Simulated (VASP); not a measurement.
# GeSb2Te4 (F-43m) in VASP: notebook

The runs below take GeSb2Te4 through relaxation of cell and atoms, with PBE.

All numbers are computed with VASP 6.6.1; they aren't measurements. Logs are shortened: lines on timing, memory, paths and dates and some standing lists are left out, and cuts for length are marked.

**1. The structure**

The structure is cubic, space group F-43m (No. 216). The conventional cell has a = 9.484 Å, b = 9.484 Å, c = 9.484 Å, α = 90.00°, β = 90.00°, γ = 90.00°. Around Ge (site symmetry -43m) lie 4 Te at 2.18 Å. Around Sb (site symmetry -43m) lie 12 Te at 3.96 Å and 4 Ge at 4.11 Å and 4 Sb at 4.11 Å. Sb (site symmetry -43m) is surrounded by 12 Te at 3.91 Å and 4 Sb at 4.11 Å. Te (site symmetry 3m) has 1 Ge at 2.18 Å as nearest neighbours.

The cell was built by a generator and needn't be a form met in nature.

**2. Relaxation of cell and atoms, PBE**

Input file INCAR:

```
ALGO = Fast
EDIFF = 1E-4
EDIFFG = -0.08
ENCUT = 520
GGA = PE
IBRION = 2
ISIF = 3
ISMEAR = 0
LASPH = True
LCHARG = False
LREAL = False
LWAVE = False
NELM = 60
NSW = 24
PREC = Normal
SIGMA = 0.15
```

Input file KPOINTS:

```
k-points
0
Gamma
  3 3 3
```

Input file POSCAR:

```
GeSb2Te4
1.0
    0.0000000000      4.7422202500      4.7422202500
    4.7422202500      0.0000000000      4.7422202500
    4.7422202500      4.7422202500      0.0000000000
Ge Sb Te
1 2 4
Direct
    0.7500000000      0.7500000000      0.7500000000
    0.5000000000      0.5000000000      0.5000000000
    0.2500000000      0.2500000000      0.2500000000
    0.8828953100      0.3513140700      0.8828953100
    0.8828953100      0.8828953100      0.8828953100
    0.3513140700      0.8828953100      0.8828953100
    0.8828953100      0.8828953100      0.3513140700
```

Potentials or basis: VASP PAW PBE potentials, release 64 (Ge_d, Sb, Te).

Command:

```console
$ cat potpaw_PBE.64/Ge_d/POTCAR potpaw_PBE.64/Sb/POTCAR potpaw_PBE.64/Te/POTCAR > POTCAR
$ mpirun -np 1 vasp_std > vasp.out
```

OUTCAR:

```text
EDIFF = 1E-4
   EDIFFG = -0.08
   ENCUT = 520
   GGA = PE
   IBRION = 2
   ISIF = 3
   ISMEAR = 0
   LASPH = True
   LREAL = False
   NELM = 60
   NSW = 24
   PREC = Normal

 ion  position               nearest neighbor table
   1  0.750  0.750  0.750-   4 2.18   6 2.18   7 2.18   5 2.18
   2  0.500  0.500  0.500-
   3  0.250  0.250  0.250-
   4  0.883  0.351  0.883-   1 2.18   5 3.14   6 3.14   7 3.14   5 3.57   7 3.57   6 3.57
   5  0.883  0.883  0.883-   1 2.18   4 3.14   6 3.14   7 3.14   7 3.57   4 3.57   6 3.57
   6  0.351  0.883  0.883-   1 2.18   4 3.14   5 3.14   7 3.14   7 3.57   4 3.57   5 3.57
   7  0.883  0.883  0.351-   1 2.18   4 3.14   5 3.14   6 3.14   5 3.57   4 3.57   6 3.57

  LATTYP: Found a face centered cubic cell.
 ALAT       =     9.4844405000

  Lattice vectors:

 A1 = (   0.0000000000,   4.7422202500,   4.7422202500)
 A2 = (   4.7422202500,   0.0000000000,   4.7422202500)
 A3 = (   4.7422202500,   4.7422202500,   0.0000000000)

Analysis of symmetry for initial positions (statically):
=====================================================================
 Subroutine PRICEL returns:
 Original cell was already a primitive cell.

 Routine SETGRP: Setting up the symmetry group for a
 face centered cubic supercell.

 Subroutine GETGRP returns: Found 24 space group operations
 (whereof 24 operations were pure point group operations)
 out of a pool of 48 trial point group operations.

The static configuration has the point symmetry T_d .

Analysis of symmetry for dynamics (positions and initial velocities):
=====================================================================
 Subroutine PRICEL returns:
 Original cell was already a primitive cell.

 Routine SETGRP: Setting up the symmetry group for a
 face centered cubic supercell.

 Subroutine GETGRP returns: Found 24 space group operations
 (whereof 24 operations were pure point group operations)
 out of a pool of 48 trial point group operations.

The dynamic configuration has the point symmetry T_d .

 Subroutine INISYM returns: Found 24 space group operations
 (whereof 24 operations are pure point group operations),
 and found     1 'primitive' translations

----------------------------------------------------------------------------------------

                                     Primitive cell

  volume of cell :     213.2923

  direct lattice vectors                    reciprocal lattice vectors
     0.000000000  4.742220250  4.742220250    -0.105435845  0.105435845  0.105435845
     4.742220250  0.000000000  4.742220250     0.105435845 -0.105435845  0.105435845
     4.742220250  4.742220250  0.000000000     0.105435845  0.105435845 -0.105435845

  length of vectors
     6.706512193  6.706512193  6.706512193     0.182620241  0.182620241  0.182620241

  position of ions in fractional coordinates (direct lattice)
     0.750000000  0.750000000  0.750000000
     0.500000000  0.500000000  0.500000000
     0.250000000  0.250000000  0.250000000
     0.882895310  0.351314070  0.882895310
     0.882895310  0.882895310  0.882895310
     0.351314070  0.882895310  0.882895310
     0.882895310  0.882895310  0.351314070

  ion indices of the primitive-cell ions
   primitive index   ion index
                 1           1
                 2           2
                 3           3
                 4           4
                 5           5
                 6           6
                 7           7

----------------------------------------------------------------------------------------

 KPOINTS: k-points

Automatic generation of k-mesh.
 Grid dimensions read from file:
 generate k-points for:    3    3    3

 Generating k-lattice:

  Cartesian coordinates                     Fractional coordinates (reciprocal lattice)
    -0.035145282  0.035145282  0.035145282     0.333333333  0.000000000  0.000000000
     0.035145282 -0.035145282  0.035145282     0.000000000  0.333333333  0.000000000
     0.035145282  0.035145282 -0.035145282     0.000000000  0.000000000  0.333333333

  Length of vectors
     0.060873414  0.060873414  0.060873414

  Shift w.r.t. Gamma in fractional coordinates (k-lattice)
     0.000000000  0.000000000  0.000000000

 Subroutine IBZKPT returns following result:
 ===========================================

 Found      4 irreducible k-points:

 Following reciprocal coordinates:
            Coordinates               Weight
  0.000000  0.000000  0.000000      1.000000
  0.333333  0.000000  0.000000      8.000000
  0.333333  0.333333  0.000000      6.000000
 -0.333333  0.333333  0.000000     12.000000
   k-points           NKPTS =      4   k-points in BZ     NKDIM =      4   number of bands    NBANDS=     28
   number of dos      NEDOS =    301   number of ions     NIONS =      7
   total plane-waves  NPLWV =  64000
   dimension x,y,z NGX =    40 NGY =   40 NGZ =   40
   dimension x,y,z NGXF=    80 NGYF=   80 NGZF=   80
   ions per type =               1   2   4
[... 76 lines left out ...]
      3     -19.6073      2.00000
      4     -19.5026      2.00000
      5     -19.5026      2.00000
      6      -9.0291      2.00000
[... 20 lines left out ...]
     27       7.5075      0.00000
     28       8.4231      0.00000

 k-point     2 :       0.3333    0.0000    0.0000
  band No.  band energies     occupation
      1     -19.6073      2.00000
      2     -19.6073      2.00000
      3     -19.6073      2.00000
      4     -19.5026      2.00000
      5     -19.5026      2.00000
      6      -8.8387      2.00000
[... 382 lines left out ...]
 VOLUME and BASIS-vectors are now :
 -----------------------------------------------------------------------------
  energy-cutoff  :      520.00
  volume of cell :      273.68
      direct lattice vectors                 reciprocal lattice vectors
    -0.000000000  5.153129577  5.153129577    -0.097028416  0.097028416  0.097028416
     5.153129577  0.000000000  5.153129577     0.097028416 -0.097028416  0.097028416
     5.153129577  5.153129577  0.000000000     0.097028416  0.097028416 -0.097028416

 POSITION                                       TOTAL-FORCE (eV/Angst)
 -----------------------------------------------------------------------------------
      7.72969      7.72969      7.72969         0.000000      0.000000      0.000000
      5.15313      5.15313      5.15313         0.000000      0.000000      0.000000
      2.57656      2.57656      2.57656         0.000000      0.000000      0.000000
      6.25756      9.20183      6.25756         0.065345     -0.065345      0.065345
      9.20183      9.20183      9.20183        -0.065345     -0.065345     -0.065345
      9.20183      6.25756      6.25756        -0.065345      0.065345      0.065345
      6.25756      6.25756      9.20183         0.065345      0.065345     -0.065345
 -----------------------------------------------------------------------------------
    total drift:                                0.000005      0.000005      0.000007

  FREE ENERGIE OF THE ION-ELECTRON SYSTEM (eV)
  ---------------------------------------------------
  free  energy   TOTEN  =       -18.8577106225 eV

  energy  without entropy=      -18.6956849654  energy(sigma->0) =      -18.77669779

--------------------------------------- Ionic step        9  -------------------------------------------

 number of electron      48.0000056 magnetization

 Free energy of the ion-electron system (eV)
  ---------------------------------------------------
  ext. energy  EPLUGINS =         0.00000000
  ---------------------------------------------------
  free energy    TOTEN  =       -18.85974163 eV

  energy without entropy =      -18.69732114  energy(sigma->0) =      -18.77853139

 E-fermi :   3.8394     XC(G=0):  -8.4002

 val. band max:        3.8385775576   @ k =   0.3333   0.3333   0.0000
 cond. band min:       3.8838791918   @ k =  -0.3333   0.3333   0.0000
 fundamental gap:      0.0453016342
 Fermi energy:         3.8394109297

 k-point     1 :       0.0000    0.0000    0.0000
  band No.  band energies     occupation
      1     -21.1240      2.00000
      2     -21.1240      2.00000
      3     -21.1240      2.00000
      4     -21.0930      2.00000
      5     -21.0930      2.00000
      6      -9.4720      2.00000
[... 20 lines left out ...]
     27       4.2741      0.00004
     28       5.0831      0.00000

 k-point     2 :       0.3333    0.0000    0.0000
  band No.  band energies     occupation
      1     -21.1239      2.00000
      2     -21.1239      2.00000
      3     -21.1239      2.00000
      4     -21.0929      2.00000
      5     -21.0929      2.00000
      6      -9.2355      2.00000
[... 87 lines left out ...]
  FORCE on cell =-STRESS in cart. coord.  units (eV):
  Direction    XX          YY          ZZ          XY          YZ          ZX
  --------------------------------------------------------------------------------------
  -------------------------------------------------------------------------------------
  Total        0.0645455      0.0645455      0.0645455      0.0000000      0.0000000      0.0000000
  in kB        0.3793531      0.3793531      0.3793531      0.0000000      0.0000000      0.0000000
  external PRESSURE =       0.3793531 kB  Pullay stress =       0.0000000 kB

 VOLUME and BASIS-vectors are now :
 -----------------------------------------------------------------------------
  energy-cutoff  :      520.00
  volume of cell :      272.60
      direct lattice vectors                 reciprocal lattice vectors
    -0.000000000  5.146370792  5.146370792    -0.097155844  0.097155844  0.097155844
     5.146370792  0.000000000  5.146370792     0.097155844 -0.097155844  0.097155844
     5.146370792  5.146370792  0.000000000     0.097155844  0.097155844 -0.097155844

 POSITION                                       TOTAL-FORCE (eV/Angst)
 -----------------------------------------------------------------------------------
      7.71956      7.71956      7.71956        -0.000000     -0.000000     -0.000000
      5.14637      5.14637      5.14637        -0.000000     -0.000000     -0.000000
      2.57319      2.57319      2.57319        -0.000000     -0.000000     -0.000000
      6.25245      9.18666      6.25245         0.019675     -0.019675      0.019675
      9.18666      9.18666      9.18666        -0.019675     -0.019675     -0.019675
      9.18666      6.25245      6.25245        -0.019675      0.019675      0.019675
      6.25245      6.25245      9.18666         0.019675      0.019675     -0.019675
 -----------------------------------------------------------------------------------
    total drift:                                0.000006      0.000006      0.000007

  FREE ENERGIE OF THE ION-ELECTRON SYSTEM (eV)
  ---------------------------------------------------
  free  energy   TOTEN  =       -18.8597416287 eV

  energy  without entropy=      -18.6973211447  energy(sigma->0) =      -18.77853139

 reached required accuracy - stopping structural energy minimisation
```

It took 100 s on 1 thread of Intel Xeon 6975P-C (Granite Rapids), shared host; peak memory 0.26 GiB.

What came out:

| Item | Value |
| --- | --- |
| Free energy | -18.8597 eV |
| Relaxed volume | 38.94 Å³/atom |
| Relaxed cell | a = 7.278 Å, b = 7.278 Å, c = 7.278 Å, α = 60.00°, β = 60.00°, γ = 60.00° |
| Space group after relaxing (to 0.05 Å) | F-43m (No. 216) |
| Energy gained by relaxing | 564.5 meV/atom |
| Ionic steps | 9 |
| Pressure after relaxing | 0.0 GPa |
| Largest force after relaxing | 0.034 eV/Å |
| Band gap on the k mesh | none (metal or under the smearing width) |

Forces in eV/Å, atoms in the order of the input:
```
Ge   0.000  0.000  0.000
Sb   0.000  0.000  0.000
Sb   0.000  0.000  0.000
Te   0.020 -0.020  0.020
Te  -0.020 -0.020 -0.020
Te  -0.020  0.020  0.020
Te   0.020  0.020 -0.020
```

The path:
```
step  energy change (eV)  largest force (eV/Å)  pressure (GPa)  volume (Å³)
   1              0.0000                6.6028           17.37       213.29
   2             -2.6227                1.2748           -2.53       332.35
   3             -3.9169                0.3964            0.39       268.96
   4             -3.9269                0.3649            0.69       267.76
   5             -3.9496                0.1268           -0.05       273.35
   6             -3.9499                0.0917           -0.29       274.25
   7             -3.9499                0.1067           -0.25       273.89
   8             -3.9498                0.1132           -0.14       273.68
   9             -3.9518                0.0341            0.04       272.60
```

Final structure:
```yaml
crystal:
  lattice:
    - [0.00000, 5.14637, 5.14637]
    - [5.14637, 0.00000, 5.14637]
    - [5.14637, 5.14637, 0.00000]
  atoms:
    - { symbol: Ge, position: [0.75000, 0.75000, 0.75000] }
    - { symbol: Sb, position: [0.50000, 0.50000, 0.50000] }
    - { symbol: Sb, position: [0.25000, 0.25000, 0.25000] }
    - { symbol: Te, position: [0.89254, 0.32239, 0.89254] }
    - { symbol: Te, position: [0.89254, 0.89254, 0.89254] }
    - { symbol: Te, position: [0.32239, 0.89254, 0.89254] }
    - { symbol: Te, position: [0.89254, 0.89254, 0.32239] }
```

Caveat: the k mesh is coarse (spacing up to 0.38 Å⁻¹), so the values aren't converged; the volume moved by over 15 % at a fixed basis, so the end points are rough; the relaxation stopped at a loose force limit of 0.08 eV/Å, so its end isn't a converged minimum. The run has no spin-orbit coupling, so splittings on Sb, Te are missing.

**3. Relaxation of cell and atoms, PBE**

This run uses another cell than the first one, of 37.43 Å³/atom, 1.228 times its volume.

INCAR is that of step 2.

Input file KPOINTS:

```
k-points
0
Gamma
  3 3 2
```

Input file POSCAR:

```
GeSb2Te4
1.0
    5.2637499500      0.0000000000      0.0000000000
   -2.6318749700      4.5585411700      0.0000000000
    0.0000000000      0.0000000000     10.9187097600
Ge Sb Te
1 2 4
Direct
    0.0000000000      0.0000000000      0.0000000000
    0.3333333300      0.6666666700      0.5000000000
    0.6666666700      0.3333333300      0.5000000000
    0.3333333300      0.6666666700      0.1228206200
    0.3333333300      0.6666666700      0.8771793800
    0.6666666700      0.3333333300      0.8771793800
    0.6666666700      0.3333333300      0.1228206200
```

Potentials or basis: VASP PAW PBE potentials, release 64 (Ge_d, Sb, Te).

Command:

```console
$ cat potpaw_PBE.64/Ge_d/POTCAR potpaw_PBE.64/Sb/POTCAR potpaw_PBE.64/Te/POTCAR > POTCAR
$ mpirun -np 1 vasp_std > vasp.out
```

Wall time 4.2 min (1 thread of Intel Xeon 6975P-C (Granite Rapids), shared host); peak memory 0.27 GiB.

Results (log left out):

```
Free energy                            : -23.3734 eV
Relaxed volume                         : 34.68 Å³/atom
Relaxed cell                           : a = 5.637 Å, b = 5.637 Å, c = 8.823 Å, α = 90.00°, β = 90.00°, γ = 120.00°
Space group after relaxing (to 0.05 Å) : P6/mmm (No. 191)
Energy gained by relaxing              : 255.5 meV/atom
Ionic steps                            : 24
Pressure after relaxing                : -0.3 GPa
Largest force after relaxing           : 0.016 eV/Å
Band gap on the k mesh                 : none (metal or under the smearing width)
```

Forces in eV/Å, atoms in the order of the input:
```
Ge   0.000  0.000  0.000
Sb   0.000  0.000  0.000
Sb   0.000  0.000  0.000
Te   0.000  0.000  0.016
Te   0.000  0.000 -0.016
Te   0.000  0.000 -0.016
Te   0.000  0.000  0.016
```

Step by step:
| step | energy change (eV) | largest force (eV/Å) | pressure (GPa) | volume (Å³) |
| --- | --- | --- | --- | --- |
| 1 | 0.0000 | 1.2281 | 3.61 | 261.99 |
| 2 | -0.2779 | 0.2627 | -1.99 | 295.18 |
| 3 | -0.3493 | 0.1189 | -0.49 | 283.88 |
| 4 | -0.4422 | 0.4205 | -0.65 | 281.82 |
| 5 | -0.4818 | 0.7973 | -0.60 | 279.95 |
| 6 | -0.5481 | 0.8137 | -0.73 | 276.80 |
| 7 | -0.7457 | 0.8319 | -0.59 | 267.32 |
| 8 | -1.1449 | 1.2713 | 0.29 | 248.23 |
| 9 | 1.3199 | 1.1299 | 15.59 | 209.52 |
| 10 | -0.9531 | 2.1567 | 1.65 | 244.77 |
| 11 | -1.1854 | 2.1147 | 4.84 | 227.22 |
| 12 | -1.2182 | 2.3549 | 3.44 | 232.11 |
| 13 | -1.2152 | 2.2248 | 4.19 | 229.08 |
| 14 | -1.2318 | 2.1230 | 4.53 | 228.58 |
| 15 | -1.2567 | 1.8016 | 4.71 | 227.07 |
| 16 | -1.2859 | 1.7452 | 4.51 | 227.41 |
| 17 | -1.3673 | 1.5720 | 4.08 | 228.42 |
| 18 | -1.5044 | 1.2566 | 3.08 | 230.44 |
| 19 | -1.6876 | 0.7373 | 1.71 | 234.50 |
| 20 | -1.7741 | 0.0887 | -0.53 | 242.70 |
| 21 | -1.7796 | 0.1641 | 0.08 | 241.22 |
| 22 | -1.7816 | 0.1488 | -0.20 | 241.37 |
| 23 | -1.7860 | 0.1036 | -0.31 | 241.84 |
| 24 | -1.7888 | 0.0164 | -0.35 | 242.76 |

Final structure:
```yaml
crystal:
  lattice:
    - [5.63668, 0.00000, 0.00000]
    - [-2.81834, 4.88150, 0.00000]
    - [0.00000, 0.00000, 8.82262]
  atoms:
    - { symbol: Ge, position: [0.00000, 0.00000, 0.00000] }
    - { symbol: Sb, position: [0.33333, 0.66667, 0.50000] }
    - { symbol: Sb, position: [0.66667, 0.33333, 0.50000] }
    - { symbol: Te, position: [0.33333, 0.66667, 0.16603] }
    - { symbol: Te, position: [0.33333, 0.66667, 0.83397] }
    - { symbol: Te, position: [0.66667, 0.33333, 0.83397] }
    - { symbol: Te, position: [0.66667, 0.33333, 0.16603] }
```

Levels at points of the mesh, in eV from the Fermi level:
| k point | band 23 | band 24 | band 25 | band 26 | band 27 | band 28 |
| --- | --- | --- | --- | --- | --- | --- |
| (0.00, 0.00, 0.00) | -2.13 | -1.60 | -0.50 | -0.50 | -0.06 | 0.25 |
| (0.00, 0.00, 0.50) | -0.96 | -0.96 | -0.59 | 0.38 | 0.51 | 1.15 |

Caveat: the k mesh is coarse (spacing up to 0.46 Å⁻¹), so the values aren't converged; this functional lacks dispersion, which binds the layers, so the pressure and a relaxed spacing across them are unreliable; the relaxation stopped at a loose force limit of 0.08 eV/Å, so its end isn't a converged minimum.
